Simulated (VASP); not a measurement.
# CdTe (F-43m) in VASP: further runs

Runs on CdTe. Level: r2SCAN. Tasks: single point.

Program: VASP 6.6.1. These are calculated values, not measurements. Logs are shortened: lines on timing, memory, paths and dates and some standing lists are left out, and cuts for length are marked.

**Measured values to compare with.**

A printed reference work, data compilation reports, for a bulk crystal of CdTe at 0 K: band gap 1.607 eV.

The results are compared with them further down.

## (1) The cell of the first run

The structure is cubic, space group F-43m (No. 216). The conventional cell has a = 6.410 Å, b = 6.410 Å, c = 6.410 Å, α = 90.00°, β = 90.00°, γ = 90.00°. Cd (site symmetry -43m) has 4 Te at 2.78 Å within 3.7 Å. Within 3.7 Å of Te (site symmetry -43m) lie 4 Cd at 2.78 Å.

## (2) Single point, r2SCAN

Contents of POSCAR:

```
CdTe
1.0
    0.0000000000      3.2050000000      3.2050000000
    3.2050000000      0.0000000000      3.2050000000
    3.2050000000      3.2050000000      0.0000000000
Cd Te
1 1
Direct
    0.0000000000      0.0000000000      0.0000000000
    0.7500000000      0.7500000000      0.7500000000
```

Contents of INCAR.step1:

```
PREC     = Accurate       # precision mode
ENCUT    = 550            # plane-wave cutoff, eV
ISMEAR   = 0              # smearing method
SIGMA    = 0.1            # smearing width, eV
LREAL    = False          # projectors in reciprocal space
LASPH    = True           # aspherical terms in the spheres
NELM     = 120            # most SCF steps
NBANDS   = 16             # bands
GGA      = PE             # functional
ALGO     = Normal         # electronic algorithm
EDIFF    = 1E-5           # SCF threshold, eV
LWAVE    = True           # write WAVECAR
LCHARG   = False          # write CHGCAR
GGA_COMPAT= False
```

Contents of INCAR.step2:

```
PREC     = Accurate       # precision mode
ENCUT    = 550            # plane-wave cutoff, eV
EDIFF    = 1E-6           # SCF threshold, eV
ISMEAR   = 0              # smearing method
SIGMA    = 0.1            # smearing width, eV
LREAL    = False          # projectors in reciprocal space
LASPH    = True           # aspherical terms in the spheres
NELM     = 120            # most SCF steps
ALGO     = Normal         # electronic algorithm
ISIF     = 2              # what is computed and relaxed
LWAVE    = False          # write WAVECAR
LCHARG   = False          # write CHGCAR
METAGGA  = R2SCAN         # meta-GGA
LMIXTAU  = True         
NBANDS   = 16             # bands
ISTART   = 1            
GGA_COMPAT= False
```

Contents of KPOINTS:

```
regular mesh
0
Gamma
  6 6 6
```

Potentials or basis: VASP PAW PBE potentials, release 64 (Cd, Te).

On the command line:

```bash
$ cat potpaw_PBE.64/Cd/POTCAR potpaw_PBE.64/Te/POTCAR > POTCAR
$ cp INCAR.step1 INCAR
$ mpirun -np 1 vasp_std > vasp.out
$ cp INCAR.step2 INCAR
$ mpirun -np 1 vasp_std > vasp.out
```

OUTCAR:

```text
PREC = Accurate
   ENCUT = 550
   EDIFF = 1E-6
   ISMEAR = 0
   LREAL = False
   LASPH = True
   NELM = 120
   ISIF = 2
   METAGGA = R2SCAN
   ISTART = 1

 ion  position               nearest neighbor table
   1  0.000  0.000  0.000-   2 2.78   2 2.78   2 2.78   2 2.78
   2  0.750  0.750  0.750-   1 2.78   1 2.78   1 2.78   1 2.78

  LATTYP: Found a face centered cubic cell.
 ALAT       =     6.4100000000

  Lattice vectors:

 A1 = (   0.0000000000,   3.2050000000,   3.2050000000)
 A2 = (   3.2050000000,   0.0000000000,   3.2050000000)
 A3 = (   3.2050000000,   3.2050000000,   0.0000000000)

Analysis of symmetry for initial positions (statically):
=====================================================================
 Subroutine PRICEL returns:
 Original cell was already a primitive cell.

 Routine SETGRP: Setting up the symmetry group for a
 face centered cubic supercell.

 Subroutine GETGRP returns: Found 24 space group operations
 (whereof 24 operations were pure point group operations)
 out of a pool of 48 trial point group operations.

The static configuration has the point symmetry T_d .

Analysis of symmetry for dynamics (positions and initial velocities):
=====================================================================
 Subroutine PRICEL returns:
 Original cell was already a primitive cell.

 Routine SETGRP: Setting up the symmetry group for a
 face centered cubic supercell.

 Subroutine GETGRP returns: Found 24 space group operations
 (whereof 24 operations were pure point group operations)
 out of a pool of 48 trial point group operations.

The dynamic configuration has the point symmetry T_d .

 Subroutine INISYM returns: Found 24 space group operations
 (whereof 24 operations are pure point group operations),
 and found     1 'primitive' translations

----------------------------------------------------------------------------------------

                                     Primitive cell

  volume of cell :      65.8437

  direct lattice vectors                    reciprocal lattice vectors
     0.000000000  3.205000000  3.205000000    -0.156006240  0.156006240  0.156006240
     3.205000000  0.000000000  3.205000000     0.156006240 -0.156006240  0.156006240
     3.205000000  3.205000000  0.000000000     0.156006240  0.156006240 -0.156006240

  length of vectors
     4.532554467  4.532554467  4.532554467     0.270210734  0.270210734  0.270210734

  position of ions in fractional coordinates (direct lattice)
     0.000000000  0.000000000  0.000000000
     0.750000000  0.750000000  0.750000000

  ion indices of the primitive-cell ions
   primitive index   ion index
                 1           1
                 2           2

----------------------------------------------------------------------------------------

 KPOINTS: regular mesh

Automatic generation of k-mesh.
 Grid dimensions read from file:
 generate k-points for:    6    6    6

 Generating k-lattice:

  Cartesian coordinates                     Fractional coordinates (reciprocal lattice)
    -0.026001040  0.026001040  0.026001040     0.166666667  0.000000000  0.000000000
     0.026001040 -0.026001040  0.026001040     0.000000000  0.166666667  0.000000000
     0.026001040  0.026001040 -0.026001040     0.000000000  0.000000000  0.166666667

  Length of vectors
     0.045035122  0.045035122  0.045035122

  Shift w.r.t. Gamma in fractional coordinates (k-lattice)
     0.000000000  0.000000000  0.000000000

 Subroutine IBZKPT returns following result:
 ===========================================

 Found     16 irreducible k-points:

 Following reciprocal coordinates:
            Coordinates               Weight
  0.000000  0.000000  0.000000      1.000000
  0.166667  0.000000  0.000000      8.000000
  0.333333  0.000000  0.000000      8.000000
  0.500000  0.000000  0.000000      4.000000
  0.166667  0.166667  0.000000      6.000000
  0.333333  0.166667  0.000000     24.000000
[... 8 lines left out ...]
 -0.333333  0.333333  0.166667     24.000000
 -0.333333  0.500000  0.166667     12.000000
   k-points           NKPTS =     16   k-points in BZ     NKDIM =     16   number of bands    NBANDS=     16
   number of dos      NEDOS =    301   number of ions     NIONS =      2
   total plane-waves  NPLWV =  46656
   dimension x,y,z NGX =    36 NGY =   36 NGZ =   36
   dimension x,y,z NGXF=    72 NGYF=   72 NGZF=   72
   ions per type =               1   1
   NGX,Y,Z   is equivalent  to a cutoff of  13.20, 13.20, 13.20 a.u.
   NGXF,Y,Z  is equivalent  to a cutoff of  26.41, 26.41, 26.41 a.u.
 SYSTEM =  unknown system
   PREC   = accura    normal or accurate (medium, high low for compatibility)
   ISTART =      1    job   : 0-new  1-cont  2-samecut
   ICHARG =      0    charge: 1-file 2-atom 10-const
   ISPIN  =      1    spin polarized calculation?
   LNONCOLLINEAR =      F non collinear calculations
   LSORBIT =      F    spin-orbit coupling
   LASPH  =      T    aspherical Exc in radial PAW
   ENCUT  =  550.0 eV  40.42 Ry    6.36 a.u.   8.67  8.67  8.67*2*pi/ulx,y,z
   NELM   =    120;   NELMIN=  2; NELMDL=  0     # of ELM steps
   EDIFF  = 0.1E-05   stopping-criterion for ELM
   LREAL  =      F    real-space projection
   EDIFFG = 0.1E-04   stopping-criterion for IOM
   NSW    =      0    number of steps for IOM
   IBRION =     -1    ionic relax: 0-MD 1-quasi-New 2-CG
   NFREE  =      0    steps in history (QN), initial steepest desc. (CG)
   ISIF   =      2    stress and relaxation
   ISYM   =      2    0-nonsym 1-usesym 2-fastsym
   POTIM  = 0.5000    time-step for ionic-motion
   TEBEG  =    0.0;   TEEND  =   0.0 temperature during run
   PSTRESS=    0.0 pullay stress
   NELECT =      18.0000    total number of electrons
   NUPDOWN=      -1.0000    fix difference up-down
   EMIN   =  10.00;   EMAX   =-10.00  energy-range for DOS
   EFERMI =   0.00;   METHOD = LEGACY
   ISMEAR =     0;   SIGMA  =   0.10  broadening in eV -4-tet -1-fermi 0-gaus
   EFERMI_NEDOS =   21; number of points for ismear=-14 and -15
   IALGO  =     38    algorithm
   IMIX   =      4    mixing-type and parameters
     AMIX     =   0.40;   BMIX     =  1.00
     AMIX_MAG =   1.60;   BMIX_MAG =  1.00
  volume/ion in A,a.u.               =      32.92       222.17
  Fermi-wavevector in a.u.,A,eV,Ry     =   1.062497  2.007828 15.359610  1.128899
  Thomas-Fermi vector in A             =   2.197950
   LORBIT       =      0    0 simple, 1 ext, 2 COOP (PROOUT), +10 PAW based schemes
   METAGGA = R2SCAN    functional components
   LHFCALC =     F    Hartree Fock is set to
   AEXX    =    0.0000 exact exchange contribution
   IVDW    =     0    specifies the selected vdW correction
   LEPSILON=     F    determine dielectric tensor
   LRPA    =     F    only Hartree local field effects (RPA)
 non-spin polarized calculation
 Gauss-broadening in eV      SIGMA  =   0.10
  energy-cutoff  :      550.00
  volume of cell :       65.84
 maximum number of plane-waves:      1964
 NGX is ok and might be reduce to    36
   NGX = 17   NGY = 17   NGZ = 17

 number of electron      17.9999995 magnetization

 Free energy of the ion-electron system (eV)
  ---------------------------------------------------
  ext. energy  EPLUGINS =         0.00000000
  ---------------------------------------------------
  free energy    TOTEN  =       -46.59346133 eV

  energy without entropy =      -46.59346133  energy(sigma->0) =      -46.59346133

 E-fermi :   2.8391     XC(G=0):  -9.2586

 val. band max:        2.4141725248   @ k =   0.0000   0.0000   0.0000
 cond. band min:       3.7963171072   @ k =   0.0000   0.0000   0.0000
 fundamental gap:      1.3821445824
 Fermi energy:         2.8391314140

 k-point     1 :       0.0000    0.0000    0.0000
  band No.  band energies     occupation
      1      -9.3186      2.00000
      2      -6.2700      2.00000
      3      -6.2700      2.00000
      4      -6.2700      2.00000
      5      -5.9575      2.00000
      6      -5.9575      2.00000
[... 8 lines left out ...]
     15      12.2994      0.00000
     16      12.2994      0.00000

 k-point     2 :       0.1667    0.0000    0.0000
  band No.  band energies     occupation
      1      -9.2071      2.00000
      2      -6.2481      2.00000
      3      -6.2481      2.00000
      4      -6.1760      2.00000
      5      -5.9587      2.00000
      6      -5.9587      2.00000
[... 8 lines left out ...]
     15      11.3538      0.00000
     16      11.4009      0.00000

 k-point     3 :       0.3333    0.0000    0.0000
  band No.  band energies     occupation
      1      -8.9847      2.00000
      2      -6.2100      2.00000
      3      -6.2100      2.00000
      4      -5.9543      2.00000
      5      -5.9543      2.00000
      6      -5.8534      2.00000
[... 8 lines left out ...]
     15      11.8322      0.00000
     16      11.8322      0.00000

 k-point     4 :       0.5000    0.0000    0.0000
  band No.  band energies     occupation
      1      -8.8763      2.00000
      2      -6.1948      2.00000
      3      -6.1948      2.00000
      4      -5.9474      2.00000
      5      -5.9474      2.00000
      6      -5.5543      2.00000
[... 8 lines left out ...]
     15      13.3934      0.00000
     16      13.3934      0.00000

 k-point     5 :       0.1667    0.1667    0.0000
  band No.  band energies     occupation
      1      -9.1704      2.00000
      2      -6.2260      2.00000
      3      -6.2260      2.00000
      4      -6.1778      2.00000
      5      -5.9666      2.00000
      6      -5.9486      2.00000
[... 8 lines left out ...]
     15      12.2651      0.00000
     16      12.5509      0.00000

 k-point     6 :       0.3333    0.1667    0.0000
  band No.  band energies     occupation
      1      -8.9863      2.00000
      2      -6.1962      2.00000
      3      -6.1830      2.00000
      4      -6.0214      2.00000
      5      -5.9419      2.00000
      6      -5.8795      2.00000
[... 8 lines left out ...]
     15      12.7450      0.00000
     16      12.7609      0.00000
[... 115 lines left out ...]
 k-point    13 :       0.5000    0.5000    0.0000
  band No.  band energies     occupation
      1      -8.7428      2.00000
      2      -6.0819      2.00000
      3      -6.0772      2.00000
      4      -6.0771      2.00000
      5      -5.9220      2.00000
      6      -5.3902      2.00000
[... 8 lines left out ...]
     15      13.8084      0.00000
     16      14.6673      0.00000

 k-point    14 :       0.5000    0.3333    0.1667
  band No.  band energies     occupation
      1      -8.8449      2.00000
      2      -6.1566      2.00000
      3      -6.1482      2.00000
      4      -6.0068      2.00000
      5      -5.9429      2.00000
      6      -5.6020      2.00000
[... 8 lines left out ...]
     15      13.4530      0.00000
     16      14.5944      0.00000

 k-point    15 :      -0.3333    0.3333    0.1667
  band No.  band energies     occupation
      1      -8.7772      2.00000
      2      -6.1460      2.00000
      3      -6.1314      2.00000
      4      -5.9861      2.00000
      5      -5.9543      2.00000
      6      -5.3767      2.00000
[... 8 lines left out ...]
     15      13.6402      0.00000
     16      14.3598      0.00000

 k-point    16 :      -0.3333    0.5000    0.1667
  band No.  band energies     occupation
      1      -8.7442      2.00000
      2      -6.1150      2.00000
      3      -6.1118      2.00000
      4      -6.0145      2.00000
      5      -5.9429      2.00000
      6      -5.3182      2.00000
[... 8 lines left out ...]
     15      14.1937      0.00000
     16      14.5887      0.00000

------------------------ aborting loop because EDIFF is reached ----------------------------------------

  FORCE on cell =-STRESS in cart. coord.  units (eV):
  Direction    XX          YY          ZZ          XY          YZ          ZX
  --------------------------------------------------------------------------------------
  -------------------------------------------------------------------------------------
  Total        1.3865833      1.3865833      1.3865833      0.0000000      0.0000000     -0.0000000
  in kB       33.7397960     33.7397960     33.7397960      0.0000000      0.0000000     -0.0000000
  external PRESSURE =      33.7397960 kB  Pullay stress =       0.0000000 kB

 VOLUME and BASIS-vectors are now :
 -----------------------------------------------------------------------------
  energy-cutoff  :      550.00
  volume of cell :       65.84
      direct lattice vectors                 reciprocal lattice vectors
     0.000000000  3.205000000  3.205000000    -0.156006240  0.156006240  0.156006240
     3.205000000  0.000000000  3.205000000     0.156006240 -0.156006240  0.156006240
     3.205000000  3.205000000  0.000000000     0.156006240  0.156006240 -0.156006240

 POSITION                                       TOTAL-FORCE (eV/Angst)
 -----------------------------------------------------------------------------------
      0.00000      0.00000      0.00000        -0.000000     -0.000000     -0.000000
      4.80750      4.80750      4.80750         0.000000      0.000000      0.000000
 -----------------------------------------------------------------------------------
    total drift:                               -0.000000     -0.000000     -0.000000

  FREE ENERGIE OF THE ION-ELECTRON SYSTEM (eV)
  ---------------------------------------------------
  free  energy   TOTEN  =       -46.5934613344 eV

  energy  without entropy=      -46.5934613344  energy(sigma->0) =      -46.59346133
```

Run time: 35 s. Hardware: 1 thread of Intel Xeon Platinum 8559C (Emerald Rapids), shared host; peak memory 0.22 GiB.

Results:

```
Free energy            : -46.5935 eV
Pressure               : 3.4 GPa
Band gap on the k mesh : 1.38 eV, direct
```

Caveat: the PAW data sets were made with another functional, which shifts forces and pressure a little; spin-orbit coupling is left out, which moves the levels of the heavy elements. r2SCAN opens gaps a little over a GGA but as a rule still falls short of measured ones.

## (3) Single point, r2SCAN

This run uses another cell than the first one, of 35.22 Å³/atom, 1.070 times its volume.

Contents of POSCAR:

```
CdTe
1.0
    0.0000000000      3.2778966132      3.2778966132
    3.2778966132      0.0000000000      3.2778966132
    3.2778966132      3.2778966132      0.0000000000
Cd Te
1 1
Direct
    0.0000000000      0.0000000000      0.0000000000
    0.7500000000      0.7500000000      0.7500000000
```

Contents of INCAR.step1:

```
SYSTEM = CdTe
ALGO = Normal
EDIFF = 1E-4
ENCUT = 520
GGA = PE
ISMEAR = 0
LASPH = .TRUE.
LCHARG = .FALSE.
LREAL = .FALSE.
LWAVE = .TRUE.
NBANDS = 16
NELM = 100
PREC = Accurate
SIGMA = 0.05
```

Contents of INCAR.step2:

```
SYSTEM = CdTe
ALGO = Normal
EDIFF = 1E-6
ENCUT = 520
ISIF = 2
ISMEAR = 0
ISTART = 1
LASPH = .TRUE.
LCHARG = .TRUE.
LELF = .TRUE.
LMIXTAU = .TRUE.
LREAL = .FALSE.
LVHAR = .TRUE.
LWAVE = .FALSE.
METAGGA = R2SCAN
NBANDS = 16
NELM = 100
PREC = Accurate
SIGMA = 0.05
```

Contents of KPOINTS:

```
k-points
0
G
  8 8 8
  0 0 0
```

Potentials or basis: VASP PAW PBE potentials, release 64 (Cd, Te).

On the command line:

```bash
$ cat potpaw_PBE.64/Cd/POTCAR potpaw_PBE.64/Te/POTCAR > POTCAR
$ cp INCAR.step1 INCAR
$ mpirun -np 1 vasp_std > vasp.out
$ cp INCAR.step2 INCAR
$ mpirun -np 1 vasp_std > vasp.out
```

Run time: 2.8 min. Hardware: 1 thread of Intel Xeon 8259CL, shared host; peak memory 0.23 GiB.

Results (log left out):

```yaml
Free_energy: -46.6452 eV
Pressure: 0.1 GPa
Band_gap_on_the_k_mesh: 1.16 eV, direct
```

Levels at points of the mesh, in eV from the valence-band top:
```
           k point  band 5  band 6  band 7  band 8  band 9  band 10  band 11  band 12  band 13  band 14
(0.00, 0.00, 0.00)   -8.19   -8.19    0.00    0.00    0.00     1.16     5.05     5.05     5.05     7.87
(0.50, 0.00, 0.00)   -8.18   -7.84   -4.30   -0.74   -0.74     2.19     5.60     5.60     7.38     9.10
(0.50, 0.50, 0.00)   -8.16   -7.70   -4.18   -1.79   -1.79     2.95     2.99     9.26     9.64     9.64
```

Caveat: the PAW data sets were made with another functional, which shifts forces and pressure a little; spin-orbit coupling is left out, which moves the levels of the heavy elements.

## (4) Comparison with measurements

Step 3. Measured gap of CdTe: 1.607 eV (0 K; a printed reference work, data compilation). This calculation gives 1.16 eV (-0.45 eV). Spin-orbit coupling on Cd, Te is left out. The value is that of r2SCAN, without temperature or zero-point motion.
